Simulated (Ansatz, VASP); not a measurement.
## Cross-check of Rb12Pt6F35 (V_F hop (2.7 A)) between VASP and Ansatz

Wanted: the spread between two codes on one cell, functional and k mesh. The Ansatz run is a path of several images between two structures; VASP solves its first image, and the two are compared there.

Program: Ansatz 0.2.0. Level of theory: plane waves, with VASP 6.6.1 beside it; single point at PBEsol. Results are calculated unless marked as measured.

**1. The structure**

The cell holds 53 atoms: 12 Rb, 6 Pt and 35 F. Cell: a = 10.302 Å, b = 10.302 Å, c = 9.618 Å, α = 90.0°, β = 90.0°, γ = 120.0°. It derives from Rb2PtF6 (Rb2PtF6 (P-3m1)). Nearest the centre at fractional (0.413, 0.587, 0.499): F46 at 1.18 Å, Pt17 at 1.42 Å, F49 at 2.32 Å, F22 at 2.48 Å, Rb12 at 2.76 Å, Rb2 at 2.76 Å, F20 at 3.20 Å, F21 at 3.25 Å.

**2. Ansatz: path of images, PBEsol**

Ansatz runs on its default PAW (the set named soft_2) files.

A single point gives forces, pressure and levels at one fixed geometry, so differences don't come from the geometry; what else differs is listed under the comparison.

input.yaml

```yaml
crystal:
  lattice:
    - [8.92193332, 5.15108055, 0.0]
    - [-8.92193327, 5.15108064, 0.0]
    - [0.0, 0.0, 9.61846261]
  atoms:
    - { symbol: Rb, position: [0.00209646, 0.66664378, 0.36519604] }
    - { symbol: Rb, position: [0.32299914, 0.32237997, 0.35760329] }
    - { symbol: Rb, position: [0.66710304, 0.01083578, 0.35770564] }
    - { symbol: Rb, position: [0.00283458, 0.3357217, 0.14320834] }
    - { symbol: Rb, position: [0.33373478, -0.00246899, 0.14318544] }
    - { symbol: Rb, position: [0.67814497, 0.66665918, 0.13622666] }
    - { symbol: Pt, position: [0.00340311, 0.00088542, -0.0007607] }
    - { symbol: Pt, position: [0.34047278, 0.66661677, 0.00628776] }
    - { symbol: Pt, position: [0.66915974, 0.33238226, -0.00072544] }
    - { symbol: F, position: [-0.00692979, 0.15781741, 0.38959651] }
    - { symbol: F, position: [0.32865728, 0.8282295, 0.38922187] }
    - { symbol: F, position: [0.65507527, 0.49358567, 0.39345967] }
    - { symbol: F, position: [0.16722085, 0.50526588, 0.38896921] }
    - { symbol: F, position: [0.5020178, 0.17553168, 0.38956789] }
    - { symbol: F, position: [0.82810333, 0.83976245, 0.39343125] }
    - { symbol: F, position: [0.1478228, -0.00510153, 0.38802319] }
    - { symbol: F, position: [0.81957864, 0.33832109, 0.38802465] }
    - { symbol: F, position: [0.00314764, 0.84173836, 0.10903712] }
    - { symbol: F, position: [0.3411738, 0.51047545, 0.1201112] }
    - { symbol: F, position: [0.66856988, 0.17313272, 0.10873543] }
    - { symbol: F, position: [0.16195738, 0.16002787, 0.10887098] }
    - { symbol: F, position: [0.49718963, 0.82257951, 0.12034802] }
    - { symbol: F, position: [0.82797109, 0.49143736, 0.10920616] }
    - { symbol: F, position: [0.17951807, 0.66662308, 0.11191659] }
    - { symbol: F, position: [0.51014329, 0.33232074, 0.1085857] }
    - { symbol: F, position: [0.84442128, 0.00093347, 0.10851183] }
    - { symbol: Rb, position: [0.0064788, 0.66663352, 0.85689331] }
    - { symbol: Rb, position: [0.33468266, 0.33103054, 0.85478886] }
    - { symbol: Rb, position: [0.67024868, 0.00223657, 0.85475051] }
    - { symbol: Rb, position: [0.0050412, 0.3430485, 0.63818506] }
    - { symbol: Rb, position: [0.32868585, -0.00968222, 0.63822874] }
    - { symbol: Rb, position: [0.66816616, 0.66667871, 0.65347728] }
    - { symbol: Pt, position: [-0.00784772, -0.00136505, 0.49996562] }
    - { symbol: Pt, position: [0.33362215, 0.66665654, 0.49358915] }
    - { symbol: Pt, position: [0.66024005, 0.33470587, 0.49998373] }
    - { symbol: F, position: [0.00358923, 0.15978857, 0.88965437] }
    - { symbol: F, position: [0.34218018, 0.82463019, 0.89396198] }
    - { symbol: F, position: [0.66969096, 0.49177452, 0.89005308] }
    - { symbol: F, position: [0.18428004, 0.50876609, 0.89374433] }
    - { symbol: F, position: [0.5105155, 0.17357747, 0.88955039] }
    - { symbol: F, position: [0.84464802, 0.84159415, 0.88985203] }
    - { symbol: F, position: [0.16229941, 0.00024814, 0.8898316] }
    - { symbol: F, position: [0.5003055, 0.66661913, 0.89794632] }
    - { symbol: F, position: [0.82868022, 0.33303808, 0.88983439] }
    - { symbol: F, position: [-0.00763353, 0.84067414, 0.61034798] }
    - { symbol: F, position: [0.34812357, 0.50826956, 0.5931786] }
    - { symbol: F, position: [0.66493265, 0.17679805, 0.60672434] }
    - { symbol: F, position: [0.1547479, 0.15653028, 0.6067228] }
    - { symbol: F, position: [0.50634916, 0.82487136, 0.59351668] }
    - { symbol: F, position: [0.81836938, 0.49264535, 0.61042631] }
    - { symbol: F, position: [0.1599756, 0.66669658, 0.61463576] }
    - { symbol: F, position: [0.50095275, 0.3296287, 0.61245459] }
    - { symbol: F, position: [0.83800017, 0.00384371, 0.61242439] }
basis:
  ecutwfc: 420
  xc_grid: 2
hamiltonian:
  xc: pbesol
kpoints:
  mp_grid: { grid: [1, 1, 1], shift: [0.25, 0.25, 0.25] }
magnetization:
  spin_polarized: true
  initial_magnetization: 1
  spin_locking: { lock_magnetization: hard }
scf:
  occupations: { method: fixed }
  max_iter: 150
output:
  forces: true
neb:
  images: 5
  f_tol: 0.04
  climbing: true
  initial_path: idpp
  max_iterations: 45
  order_check: false
  final_atoms:
    - { symbol: Rb, position: [0.00996319, 0.67198961, 0.36110491] }
    - { symbol: Rb, position: [0.33392345, 0.33235107, 0.34564192] }
    - { symbol: Rb, position: [0.65777863, -0.00411138, 0.36117568] }
    - { symbol: Rb, position: [-0.00143904, 0.33068843, 0.14448639] }
    - { symbol: Rb, position: [0.334018, -0.00597194, 0.14217749] }
    - { symbol: Rb, position: [0.66948679, 0.66613274, 0.14442237] }
    - { symbol: Pt, position: [-0.00019957, -0.00262981, -9.943e-05] }
    - { symbol: Pt, position: [0.33409868, 0.66033486, -0.00750081] }
    - { symbol: Pt, position: [0.66830797, 0.33160854, -5.379e-05] }
    - { symbol: F, position: [-0.00316648, 0.16264273, 0.38677523] }
    - { symbol: F, position: [0.33383127, 0.84058222, 0.38435316] }
    - { symbol: F, position: [0.67078367, 0.49959388, 0.38683847] }
    - { symbol: F, position: [0.17568155, 0.4941575, 0.40549385] }
    - { symbol: F, position: [0.50795631, 0.18219868, 0.38886013] }
    - { symbol: F, position: [0.84393951, 0.84588425, 0.39253024] }
    - { symbol: F, position: [0.15981764, 0.00811419, 0.38887178] }
    - { symbol: F, position: [0.823831, 0.33582595, 0.39256121] }
    - { symbol: F, position: [0.00035111, 0.83843023, 0.10928927] }
    - { symbol: F, position: [0.33405617, 0.50061593, 0.10107426] }
    - { symbol: F, position: [0.66772159, 0.17211498, 0.1093588] }
    - { symbol: F, position: [0.15915784, 0.15606204, 0.10927851] }
    - { symbol: F, position: [0.49187014, 0.81657702, 0.10505223] }
    - { symbol: F, position: [0.82699608, 0.49024704, 0.10976838] }
    - { symbol: F, position: [0.17600485, 0.65864672, 0.10466622] }
    - { symbol: F, position: [0.50883075, 0.33093523, 0.10913122] }
    - { symbol: F, position: [0.84100099, -0.00270261, 0.10955594] }
    - { symbol: Rb, position: [0.00299787, 0.66702564, 0.85596294] }
    - { symbol: Rb, position: [0.33402827, 0.32245883, 0.86295253] }
    - { symbol: Rb, position: [0.66509366, -0.00189681, 0.85595443] }
    - { symbol: Rb, position: [-0.01000599, 0.33377969, 0.64145498] }
    - { symbol: Rb, position: [0.33391457, -0.00161781, 0.63395566] }
    - { symbol: Rb, position: [0.67796611, 0.67766916, 0.64158354] }
    - { symbol: Pt, position: [0.00192103, 0.0084475, 0.49926436] }
    - { symbol: Pt, position: [0.33387833, 0.66695217, 0.50534322] }
    - { symbol: Pt, position: [0.66585048, 0.34037577, 0.49931051] }
    - { symbol: F, position: [-0.00015852, 0.15639542, 0.89063275] }
    - { symbol: F, position: [0.33412204, 0.82124591, 0.8867828] }
    - { symbol: F, position: [0.6682994, 0.49059381, 0.890648] }
    - { symbol: F, position: [0.17816791, 0.5035403, 0.8784815] }
    - { symbol: F, position: [0.50937326, 0.17281114, 0.88990582] }
    - { symbol: F, position: [0.84059608, 0.83887015, 0.89029076] }
    - { symbol: F, position: [0.15883817, -0.00248983, 0.89000827] }
    - { symbol: F, position: [0.49038949, 0.65964689, 0.87890703] }
    - { symbol: F, position: [0.8276392, 0.33232715, 0.89051687] }
    - { symbol: F, position: [0.00553621, 0.85271392, 0.61121086] }
    - { symbol: F, position: [0.49226439, 0.65237088, 0.40587545] }
    - { symbol: F, position: [0.66238457, 0.18107734, 0.61122695] }
    - { symbol: F, position: [0.16086722, 0.172469, 0.60574725] }
    - { symbol: F, position: [0.49526047, 0.8333591, 0.60996098] }
    - { symbol: F, position: [0.82498455, 0.49868247, 0.60968712] }
    - { symbol: F, position: [0.17230093, 0.67194369, 0.60967498] }
    - { symbol: F, position: [0.50690148, 0.34542865, 0.60580888] }
    - { symbol: F, position: [0.84279539, 0.00768398, 0.60960225] }
```

Command:

```
$ ansatz run input.yaml --threads 4 --pin off --max-ram 14131MiB --backend cpu --events-out ev --progress --plain --runs-dir out
```

Numbers of over 12 decimals in the logs are rounded to 6 here.

Log:

```text
Warning: neb: disabling space-group detection — the band's intermediate images generally break the endpoint symmetry, so the full k-mesh is solved, and no spatial operation symmetrises the density, except that a semilocal band can use its path's symmetry ahead of convergence
Engine: ansatz 0.2.0, aarch64-unknown-linux-gnu
Pseudopotentials: kind: paw
Pseudopotential: Rb, paw, valence charge 9, recommended cutoff 420 eV (normal), Rb.paw.azcp
Pseudopotential: Pt, paw, valence charge 18, recommended cutoff 420 eV (normal), Pt.paw.azcp
Pseudopotential: F, paw, valence charge 7, recommended cutoff 420 eV (normal), F.paw.azcp
Functional definition: PBEsol
  exchange = pbesol_x
  correlation = pbesol_c
parallel-image band execution: 4 concurrent image workers
NEB image 0
Crystal: 53 atoms, lattice volume = 884.083 Å³
Basis set: ecut = 420 eV, 17277 PW (Γ), exchange–correlation on 144×144×144 points (8 copies of the dense FFT grid, shifted against one another)
Bands: 284, of which v1, the nominal top of the filled ones, is band 231 counted from 1 (230 counted from 0)
Symmetry: 1 space group operations
k-points: 1
Non-local potential: Rb, projectors of the file, l = 0: 3, l = 1: 2, l = 2: 2
Non-local potential: Pt, projectors of the file, l = 0: 3, l = 1: 2, l = 2: 2, l = 3: 1
Non-local potential: F, projectors of the file, l = 0: 2, l = 1: 2, l = 2: 1
PAW form: soft (Blöchl's): semilocal exchange-correlation on the pseudo side does not see the compensation charge
PAW frozen core: Rb, regenerated for the run's functional, and the local potential with it (the file was generated under x = pbe(κ = 0.804, μ = 0.219515), c = pbe(β = 0.066725))
PAW frozen core: Pt, regenerated for the run's functional, and the local potential with it (the file was generated under x = pbe(κ = 0.804, μ = 0.219515), c = pbe(β = 0.066725))
PAW frozen core: F, regenerated for the run's functional, and the local potential with it (the file was generated under x = pbe(κ = 0.804, μ = 0.219515), c = pbe(β = 0.066725))
PAW one-centre angular grid: Rb, 110 points (default); XC on 64 Gauss nodes
PAW one-centre angular grid: Pt, 590 points (default); XC on 64 Gauss nodes
PAW one-centre angular grid: F, 110 points (default); XC on 64 Gauss nodes
Initial density: superposition of atomic densities (chi_scale 0.1, normalization cell, long waves kept (reshape's long-wave potential 0.19 eV rms))
Starting moments: Σ|m| = 1 μB on 53 of 53 sites
Initial wavefunctions: pseudopotential atomic-orbital guess
Functional: x = pbesol(κ = 0.804, μ = 0.123457), c = pbesol(β = 0.046)
SCF iter   1: F=—  HF=-140985.437294 eV  |F-HF|=—  |Δ(HF+E_count)|=         —  Δρ=7.12e-2 (↑7.12e-2 ↓7.07e-2)  dr2=1.50e2  dr2_m=8.83e-2  M=1.000 μB ∫|m|=1.053 μB  β_m=0.30  ethr=3.10e-3  ⟨swp⟩=4.0  Hψ=1718  notcnv=0  defer=98
preconditioner: auto → Resta (q_TF=auto, 2.448 Å⁻¹)  ε∞=4.3  [insulator: Δε(μ)=0.029 eV  Ē_g=13.516 eV  n_scr=216 (ndim 8)  ℏωp=24.6 eV  f_vac=0.020  ε∞_Penn≈4.3]
spin=Collinear: Resta preconditioning applied to the charge; magnetization (m = ρ↑ − ρ↓) channel mixes plain (no charge-response kernel on spin).
SCF iter   2: F=—  HF=-140952.473597 eV  |F-HF|=—  |Δ(HF+E_count)|=    3.30e1  Δρ=3.36e-2 (↑3.16e-2 ↓3.36e-2)  dr2=3.48e1  dr2_m=4.36e-1  M=1.000 μB ∫|m|=1.085 μB  β_m=0.38  ethr=3.10e-3  ⟨swp⟩=3.0  Hψ=1057  notcnv=0  defer=94
SCF iter   3: F=—  HF=-140942.713007 eV  |F-HF|=—  |Δ(HF+E_count)|=    9.76e0  Δρ=1.67e-2 (↑1.62e-2 ↓1.67e-2)  dr2=1.08e1  dr2_m=1.35e-1  M=1.000 μB ∫|m|=1.069 μB  β_m=0.56  ethr=3.10e-3  ⟨swp⟩=2.5  Hψ=980  notcnv=0  defer=94
SCF iter   4: F=—  HF=-140938.438752 eV  |F-HF|=—  |Δ(HF+E_count)|=    4.27e0  Δρ=7.92e-3 (↑5.94e-3 ↓7.92e-3)  dr2=1.69e0  dr2_m=2.09e-2  M=1.000 μB ∫|m|=1.071 μB  β_m=0.56  ethr=2.34e-3  ⟨swp⟩=3.0  Hψ=1225  notcnv=0  defer=91
SCF iter   5: F=—  HF=-140938.021613 eV  |F-HF|=—  |Δ(HF+E_count)|=   4.17e-1  Δρ=3.25e-3 (↑3.07e-3 ↓3.25e-3)  dr2=3.63e-1  dr2_m=8.62e-4  M=1.000 μB ∫|m|=1.058 μB  β_m=0.68  ethr=3.66e-4  ⟨swp⟩=2.5  Hψ=945  notcnv=0  defer=101
SCF iter   6: F=—  HF=-140937.987092 eV  |F-HF|=—  |Δ(HF+E_count)|=   3.45e-2  Δρ=1.55e-3 (↑1.30e-3 ↓1.55e-3)  dr2=6.83e-2  dr2_m=8.12e-4  M=1.000 μB ∫|m|=1.059 μB  β_m=0.66  ethr=7.87e-5  ⟨swp⟩=2.5  Hψ=943  notcnv=0  defer=102
SCF iter   7: F=—  HF=-140937.985869 eV  |F-HF|=—  |Δ(HF+E_count)|=   1.22e-3  Δρ=5.13e-4 (↑4.59e-4 ↓5.13e-4)  dr2=8.00e-3  dr2_m=6.53e-5  M=1.000 μB ∫|m|=1.059 μB  β_m=0.69  ethr=1.48e-5  ⟨swp⟩=3.0  Hψ=905  notcnv=0  defer=103
SCF iter   8: F=—  HF=-140937.988650 eV  |F-HF|=—  |Δ(HF+E_count)|=   2.78e-3  Δρ=2.68e-4 (↑2.44e-4 ↓2.68e-4)  dr2=2.25e-3  dr2_m=1.93e-5  M=1.000 μB ∫|m|=1.059 μB  β_m=0.75  ethr=1.74e-6  ⟨swp⟩=2.5  Hψ=844  notcnv=0  defer=103
[...]
k-point 0 ↓: bands = [... 227 lower, 4.5810, 4.6912, 4.7025, 5.9348, 6.8309, 6.8334, 6.9181, 6.9287, ... 49 higher]
this run last wrote the band of iteration 6 to <dir>; this run last wrote the band within `neb.f_tol` of iteration 5 to <dir>
--- NEB band (7 images, 6 band iterations, 299 SCF iterations, 44 more in tests of the images' electronic states and relaxations of end points) ---
  forward barrier  = 0.411872 eV
  backward barrier = 0.411875 eV
  climbing image's point = of an order that was not read
  energies are F+E_penalty+E_count in eV, relative to image 0
  image     s (Å)  Δ vs image 0  max|band force component| (eV/Å)     M (μB)  M_abs (μB)
      0    0.0000      0.000000                                 —    +1.0000      1.0584
      1    0.4888      0.047617                          1.573e-2    +1.0000      1.0586
      2    0.9776      0.217556                          2.901e-2    +1.0000      1.0626
  *   3    1.4686      0.411872                          2.765e-2    +1.0000      1.0748
      4    1.9566      0.219287                          3.203e-2    +1.0000      1.0627
      5    2.4425      0.049256                          1.796e-2    +1.0000      1.0586
      6    2.9283     -0.000002                                 —    +1.0000      1.0585
  climbing-image geometry (image 3):
  cell:  # Å, volume = 884.0829 Å³
    - [8.92193332, 5.15108055, 0.0]
    - [-8.92193327, 5.15108064, 0.0]
    - [0.0, 0.0, 9.61846261]
  atoms:
    - { symbol: Rb, position: [0.00161347, 0.670463, 0.362490] }
    - { symbol: Rb, position: [0.325703, 0.315341, 0.341991] }
    - { symbol: Rb, position: [0.659339, 0.00489066, 0.361865] }
    - { symbol: Rb, position: [0.000679911, 0.333633, 0.145388] }
    - { symbol: Rb, position: [0.332590, -0.00879299, 0.143698] }
    - { symbol: Rb, position: [0.675435, 0.664563, 0.140018] }
    - { symbol: Pt, position: [0.00175394, -0.00143391, -0.0003909] }
    - { symbol: Pt, position: [0.338484, 0.661970, -0.000789043] }
    - { symbol: Pt, position: [0.669671, 0.330816, -0.000312811] }
    - { symbol: F, position: [-0.00933153, 0.161461, 0.386380] }
    - { symbol: F, position: [0.314745, 0.837720, 0.395958] }
    - { symbol: F, position: [0.665476, 0.495491, 0.388433] }
    - { symbol: F, position: [0.167440, 0.503231, 0.398088] }
    - { symbol: F, position: [0.506207, 0.178302, 0.389052] }
    - { symbol: F, position: [0.831271, 0.844315, 0.395947] }
    - { symbol: F, position: [0.148069, 0.00167569, 0.386548] }
    - { symbol: F, position: [0.822043, 0.336419, 0.389410] }
    - { symbol: F, position: [0.00194, 0.839489, 0.109270] }
    - { symbol: F, position: [0.337392, 0.502552, 0.109154] }
    - { symbol: F, position: [0.668421, 0.171048, 0.108929] }
    - { symbol: F, position: [0.161457, 0.158026, 0.107493] }
    - { symbol: F, position: [0.492722, 0.814986, 0.117374] }
    - { symbol: F, position: [0.828436, 0.490006, 0.109136] }
    - { symbol: F, position: [0.177714, 0.660150, 0.106708] }
    - { symbol: F, position: [0.509904, 0.329927, 0.108446] }
    - { symbol: F, position: [0.843060, -0.00148437, 0.109190] }
    - { symbol: Rb, position: [0.00869191, 0.667767, 0.854793] }
    - { symbol: Rb, position: [0.335867, 0.324737, 0.859286] }
    - { symbol: Rb, position: [0.667451, 8.084641132377612e-5, 0.854042] }
    - { symbol: Rb, position: [-0.00379982, 0.341554, 0.637358] }
    - { symbol: Rb, position: [0.330425, -0.000743679, 0.636902] }
    - { symbol: Rb, position: [0.684588, 0.675141, 0.656755] }
    - { symbol: Pt, position: [-0.00570577, 0.00668641, 0.499662] }
    - { symbol: Pt, position: [0.330756, 0.670119, 0.499434] }
    - { symbol: Pt, position: [0.663939, 0.336979, 0.499820] }
    - { symbol: F, position: [0.00197879, 0.157380, 0.890059] }
    - { symbol: F, position: [0.340708, 0.822842, 0.891552] }
    - { symbol: F, position: [0.670432, 0.490520, 0.890954] }
    - { symbol: F, position: [0.185508, 0.507749, 0.881063] }
    - { symbol: F, position: [0.510542, 0.171916, 0.890244] }
    - { symbol: F, position: [0.842203, 0.838958, 0.891684] }
    - { symbol: F, position: [0.160777, -0.00175766, 0.889941] }
[...]
- { symbol: F, position: [0.438430, 0.561163, 0.499035] }
    - { symbol: F, position: [0.664404, 0.178793, 0.610199] }
    - { symbol: F, position: [0.156958, 0.169464, 0.603364] }
    - { symbol: F, position: [0.498756, 0.832227, 0.600657] }
    - { symbol: F, position: [0.822623, 0.494745, 0.610603] }
    - { symbol: F, position: [0.163777, 0.686947, 0.603173] }
    - { symbol: F, position: [0.505413, 0.335549, 0.611104] }
    - { symbol: F, position: [0.839957, 0.011147, 0.612927] }
```

In the SCF lines HF is the Harris–Foulkes energy and dr2 the Hartree energy of the density residual, in eV; the loop may stop once dr2 is under the threshold and the program's other checks hold. Hψ counts applications of the Hamiltonian.

(Part 1 of 2 ends here.)

[Lines on the potential files, build, host, timing and source positions are cut from VASP's logs without a mark.]

[Logs are printed without paths, hosts, clocks, repeated set-up lines and the standing remarks that a program may print on its own settings, such as how far it seeks lower states.]

[Hosts, paths, dates, database ids (printed as entryN), source tags and the programs' standing remarks are cut or masked in the printed files.]
